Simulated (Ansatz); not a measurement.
The cell was built from the sc type and relaxed in the same program, and has space group Pm-3m; it needn't be a known or the stable phase.

An input for Mn and the output that it gave: DFT, PBE, PAW with Ansatz's default frozen-core files, scalar-relativistic (Ansatz 0.2.0).

Command: `ansatz run input.yaml --threads 1 --pin off --max-ram 3072MiB --backend cpu --events-out ev --progress --plain --runs-dir out` The run took about 8.8 s on 1 thread of a shared machine.

```yaml
crystal:
  lattice:
    - [2.2876826683, 0.0, 0.0]
    - [0.0, 2.2876826683, 0.0]
    - [0.0, 0.0, 2.2876826683]
  atoms:
    - { symbol: Mn, position: [0.0, 0.0, 0.0], spin: 4.0 }
magnetization:
  spin_polarized: true
kpoints:
  mp_grid: { grid: [14, 14, 14] }
  band_path:
    path:
      - [0.0, 0.0, 0.0]
      - [0.0, 0.5, 0.0]
      - [0.5, 0.5, 0.0]
      - [0.0, 0.0, 0.0]
      - [0.5, 0.5, 0.5]
      - [0.0, 0.5, 0.0]
      - [0.5, 0.5, 0.5]
      - [0.5, 0.5, 0.0]
    npoints: 14
scf:
  occupations: { method: fermi_dirac, width: 0.05 }
hamiltonian:
  xc: pbe
  pseudopotentials: { kind: paw }
output:
  forces: true
  stress: true
  eigenvalues: true
  efg: { contact_densities: true }
  populations: true
  bader: true
  dos: { projected: true, de: 0.2, e_range: [-14, 8] }
  write_density: true
  write_potential: true
  elf: true
  volumetric_format: npy
```

Output:

```
Engine: ansatz 0.2.0
Pseudopotentials: kind: paw
Pseudopotential: Mn, paw, valence charge 15, recommended cutoff 420 eV (normal)
Functional definition: PBE
  parameter kappa = 0.804
  parameter beta = 0.06672455060314922
  exchange = pbe_x(kappa = kappa, mu = beta*pi^2/3)
  correlation = pbe_c(beta = beta)
Crystal: 1 atoms, lattice volume = 11.973 Å³
Basis set: ecut = 420 eV, 251 PW (Γ), exchange–correlation on 32×32×32 points (8 copies of the dense FFT grid, shifted against one another)
Bands: 14, of which v1, the nominal top of the filled ones, is band 8 counted from 1 (7 counted from 0)
Symmetry: 48 space group operations
Space group: Pm-3m (ITA 221), of the structure as read, at distance tolerance 2.3e-5 Å
Magnetic group: BNS 221.92 (UNI 1594), of the structure as read, at distance tolerance 2.3e-5 Å
k-points: 120 of 2744
Non-local potential: Mn, projectors of the file, l = 0: 3, l = 1: 2, l = 2: 3, l = 3: 1
PAW form: soft (Blöchl's): semilocal exchange-correlation on the pseudo side does not see the compensation charge
PAW one-centre angular grid: Mn, 590 points (default); XC on 64 Gauss nodes
Initial density: superposition of atomic densities (chi_scale 0.1, normalization cell)
Starting moments: Σ|m| = 4 μB on 1 of 1 site
Initial wavefunctions: pseudopotential atomic-orbital guess
Functional: x = pbe(κ = 0.804, μ = 0.2195149727645171), c = pbe(β = 0.06672455060314922)
SCF iter   1: F=—  HF=-3898.925617 eV  |F-HF|=—  |Δ(HF+E_count)|=         —  Δρ=3.74e-1 (↑3.74e-1 ↓2.46e-1)  dr2=1.80e0  dr2_m=1.04e1  M=0.943 μB ∫|m|=0.950 μB  β_m=0.30  ethr=3.10e-3  ⟨swp⟩=4.1  Hψ=14978  notcnv=0
Mixer restart at iter 1: flushing history
preconditioner: auto → none  [metal: Δε(μ)=0.012 eV  Ē_g=13.596 eV  σ=0.050 eV  W_gap=0.06  n_scr=6 (ndim 8)  ℏωp=28.4 eV  f_vac=0.000  D(μ)=1.97/eV (n_scr^D=26)  sad-step TF]
SCF iter   2: F=—  HF=-3897.272946 eV  |F-HF|=—  |Δ(HF+E_count)|=    1.65e0  Δρ=1.92e-1 (↑1.92e-1 ↓1.72e-1)  dr2=9.40e-2  dr2_m=3.60e0  M=1.218 μB ∫|m|=1.227 μB  β_m=0.49  ethr=3.10e-3  ⟨swp⟩=3.3  Hψ=7630  notcnv=0  defer=220
SCF iter   3: F=—  HF=-3898.114820 eV  |F-HF|=—  |Δ(HF+E_count)|=   8.42e-1  Δρ=1.61e-1 (↑1.61e-1 ↓8.80e-2)  dr2=5.45e-1  dr2_m=1.65e0  M=0.614 μB ∫|m|=0.627 μB  β_m=0.48  ethr=6.27e-4  ⟨swp⟩=3.1  Hψ=7529  notcnv=0  defer=220
SCF iter   4: F=—  HF=-3897.896171 eV  |F-HF|=—  |Δ(HF+E_count)|=   2.19e-1  Δρ=1.34e-2 (↑9.94e-3 ↓1.34e-2)  dr2=9.34e-4  dr2_m=1.49e-2  M=0.552 μB ∫|m|=0.575 μB  β_m=0.74  ethr=6.27e-4  ⟨swp⟩=3.0  Hψ=7738  notcnv=0  defer=230
SCF iter   5: F=—  HF=-3897.898774 eV  |F-HF|=—  |Δ(HF+E_count)|=   2.60e-3  Δρ=6.16e-3 (↑6.16e-3 ↓4.44e-3)  dr2=8.53e-4  dr2_m=2.73e-3  M=0.490 μB ∫|m|=0.510 μB  β_m=0.87  ethr=6.23e-6  ⟨swp⟩=2.1  Hψ=7099  notcnv=0  defer=211
SCF iter   6: F=—  HF=-3897.899522 eV  |F-HF|=—  |Δ(HF+E_count)|=   7.47e-4  Δρ=1.28e-3 (↑1.28e-3 ↓1.19e-3)  dr2=8.12e-7  dr2_m=1.66e-4  M=0.483 μB ∫|m|=0.499 μB  β_m=0.93  ethr=5.68e-6  ⟨swp⟩=2.6  Hψ=4739  notcnv=0  defer=211
SCF iter   7: F=—  HF=-3897.899603 eV  |F-HF|=—  |Δ(HF+E_count)|=   8.18e-5  Δρ=1.25e-3 (↑1.25e-3 ↓4.31e-4)  dr2=7.55e-5  dr2_m=7.39e-5  M=0.474 μB ∫|m|=0.489 μB  β_m=0.91  ethr=5.41e-9  ⟨swp⟩=2.2  Hψ=5338  notcnv=0  defer=211
SCF iter   8: F=—  HF=-3897.899580 eV  |F-HF|=—  |Δ(HF+E_count)|=   2.38e-5  Δρ=5.14e-4 (↑5.14e-4 ↓1.68e-4)  dr2=1.43e-5  dr2_m=1.18e-5  M=0.471 μB ∫|m|=0.486 μB  β_m=0.96  ethr=5.41e-9  ⟨swp⟩=2.1  Hψ=5283  notcnv=0  defer=211
SCF iter   9: F=—  HF=-3897.899577 eV  |F-HF|=—  |Δ(HF+E_count)|=   2.79e-6  Δρ=3.01e-5 (↑3.01e-5 ↓1.44e-5)  dr2=1.24e-7  dr2_m=2.51e-8  M=0.469 μB ∫|m|=0.484 μB  β_m=0.98  ethr=5.41e-9  ⟨swp⟩=2.0  Hψ=5235  notcnv=0  defer=211
SCF iter  10: F=—  HF=-3897.899577 eV  |F-HF|=—  |Δ(HF+E_count)|=   7.82e-9  Δρ=1.80e-6 (↑1.31e-6 ↓1.80e-6)  dr2=2.29e-11  dr2_m=2.60e-10  M=0.469 μB ∫|m|=0.484 μB  β_m=0.99  ethr=8.25e-10  ⟨swp⟩=2.3  Hψ=4292  notcnv=0  defer=211
SCF iter  11: F=-3897.899577 eV  HF=-3897.899577 eV  |F-HF|=1.36e-12  |Δ(HF+E_count)|=  3.52e-10  Δρ=5.36e-7 (↑2.95e-7 ↓5.36e-7)  dr2=4.84e-12  dr2_m=1.81e-11  M=0.469 μB ∫|m|=0.483 μB  ethr=1.00e-12  ⟨swp⟩=7.0  Hψ=16464  notcnv=0
SCF 1 converged in 11 iterations: F = -3897.899577 eV  dr2 = 4.84e-12
  greatest PAW one-centre occupation: 1.000 electrons in one spin orbital (limit 2), on the Mn atom at site 0 (counted from 0), in its partial waves of l = 0
NSCF: frozen V_eff on 99 k-points
SCF converged after 11 iterations
Magnetization: 0.4689 μB (7.7344 up, 7.2656 down)
Absolute magnetization: 0.4835 μB (∫|ρ↑−ρ↓|, with the PAW one-centre terms)
Spin contamination: 0.0041 ħ² per cell (⟨S²⟩ above its minimum at these occupations)
Per-site moments (μB) at R_I (Å): [(0.45490850900350305, 0.9436691006737501)]
Free energy (F): -3897.899577 eV
Harris-Foulkes:  -3897.899577 eV  (|F-HF|=1.36e-12)
Internal energy: -3897.888445 eV  (E = F + TS)
E sigma→0 (E₀):  -3897.894011 eV
Entropy (-TS):   -0.011132 eV (-11.132 meV/atom)
Fermi energy:    18.187793 eV
--- Per-component energies (eV) ---
  E_band       = -190.409155
  E_kinetic    = 309.356113
  E_local      = -1753.498458  (includes V_loc(G=0)·N_el)
  E_nonlocal   = 240.159805
  E_hartree    = 729.224655
  E_xc         = -114.871496
  E_vxc        = -147.154732  (∫ρ·V_xc dr)
  E_paw        = -1299.104194  (= ΣΔE_a)
  E_vpaw       = -297.721297  (= ΣTr[D̂ρ^β])
  E_aug_tail   = -0.000010  (compensation charges beyond the density's cutoff)
  E_ewald      = -2009.154862
  E_smearing   = -0.011132  (= −TS)
  E_closure    = 0.000000  (closes the sum)
  Σ components = -3897.899577   (vs F -3897.899577, Δ=0.00e0)
--- Forces (eV/Å), atoms counted from 1 ---
  atom   1  Mn    -0.00000000    -0.00000000     0.00000000
  max |Σ_I F_I| component: 2.47e-32 eV/Å
--- Stress (GPa, compression-positive) ---
        0.028643       0.000000       0.000000
       -0.000000       0.028643       0.000000
       -0.000000       0.000000       0.028643
  P = ⅓ Tr σ = 0.0286 GPa (0.286 kbar)
--- PAW observables at the nuclei: V_zz in 10²¹ V/m², potentials from the cell's mean, atoms counted from 1 ---
  atom   1  Mn V_zz =    -0.000000   η = 0.0000   by run symmetry: forbidden
            electrostatic potential = -3036.883672 V   contact ρ = 87807.467858 e/Å³   contact ρ_s (e/Å³): all electrons -0.766329, valence +0.273491
--- Band table (eV; the first three rows and the last of 240) ---
  k-point 0 ↑: bands = ["-61.4756", "-29.7375", "-29.7375", "-29.7375", "10.1519", "14.4340", "14.4340", "19.5383", "19.5383", "19.5383", "38.2661", "38.2661", "38.2661", "42.7956"]
  k-point 1 ↑: bands = ["-61.4691", "-29.7812", "-29.7338", "-29.7338", "10.3181", "14.4670", "14.5446", "19.4380", "19.4380", "19.5462", "36.6580", "38.5061", "38.5061", "42.7042"]
  k-point 2 ↑: bands = ["-61.4510", "-29.9028", "-29.7233", "-29.7233", "10.7982", "14.5608", "14.8643", "19.1649", "19.1649", "19.5682", "33.9152", "39.2000", "39.2000", "42.4357"]
  k-point 119 ↓: bands = ["-60.5597", "-29.8452", "-29.8452", "-29.8452", "15.0730", "15.0730", "15.0730", "21.3241", "21.3241", "30.0948", "32.1632", "32.1632", "32.1632", "36.8091"]
--- Löwdin populations: 1 site ---
  site symbol       q [e]    m [muB]
     0     Mn     14.8492     0.4801
  spilling = 0.010051 (of n_electrons = 15.000000)
--- Bader charges: 1 site ---
  site symbol  charge [e]  shift [e]    m [muB]
     0     Mn      0.0000     0.0000     0.4689
  estimated error of the sums over rays = 1.7e-6 e
```

Other magnetic orders may lie lower; this is the state that the run reached.
